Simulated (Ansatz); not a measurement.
Crystal: ZrSe2.

```
Zr Se
1.0
     3.79800    0.00000    0.00000
    -1.89900    3.28916    0.00000
     0.00000    0.00000    6.19200
Zr Se
1 2
Direct
  0.00000 0.00000 0.00000
  0.66667 0.33333 0.75000
  0.33333 0.66667 0.25000
```

```yaml
Program: Ansatz 0.2.0
Task: relaxation of cell and atoms
Functional: PBE
Potentials_or_basis: Ansatz PAW
Cutoff: "420 eV (not typed: the program's choice for these potentials)"
k_mesh: 8 × 8 × 5
Occupations: fermi-dirac, width 0.05 eV
Spin: no spin polarisation
```

At the start: volume 25.78 Å³/atom.

Q: Where does the relaxation end?

A: It ends after 8 steps and the volume is 28.45 Å³/atom (+10.3 %); space group P-3m1 (No. 164, to 0.05 Å).

Step by step:
```
step  energy change (eV)  largest force (eV/Å)  volume (Å³)
   1              0.0000                0.2836        77.35
   2             -0.0176                0.0011        79.00
   3             -0.0259                0.0238        80.81
   4             -0.0306                0.0051        82.84
   5             -0.0317                0.0100        84.24
   6             -0.0318                0.0012        84.98
   7             -0.0318                0.0008        85.34
   8             -0.0330                0.0001        85.34
```

Final structure:
```cif
data_structure
_symmetry_space_group_name_H-M 'P 1'
_symmetry_Int_Tables_number 1
_cell_length_a 3.8005
_cell_length_b 3.8005
_cell_length_c 6.8225
_cell_angle_alpha 90.000
_cell_angle_beta 90.000
_cell_angle_gamma 120.000
_cell_volume 85.34
loop_
_atom_site_label
_atom_site_type_symbol
_atom_site_fract_x
_atom_site_fract_y
_atom_site_fract_z
_atom_site_occupancy
Zr1 Zr 0.00000 0.00000 0.00000 1
Se1 Se 0.66667 0.33333 0.76816 1
Se2 Se 0.33333 0.66667 0.23184 1
```

Caveat: the plane-wave basis is chosen anew once the cell has moved, so the energies of steps on either side of that aren't comparable; this functional lacks dispersion, which binds the layers, so the pressure and a relaxed spacing across them are unreliable; the volume moved by +10 % from the deposited cell, more than functionals usually miss.
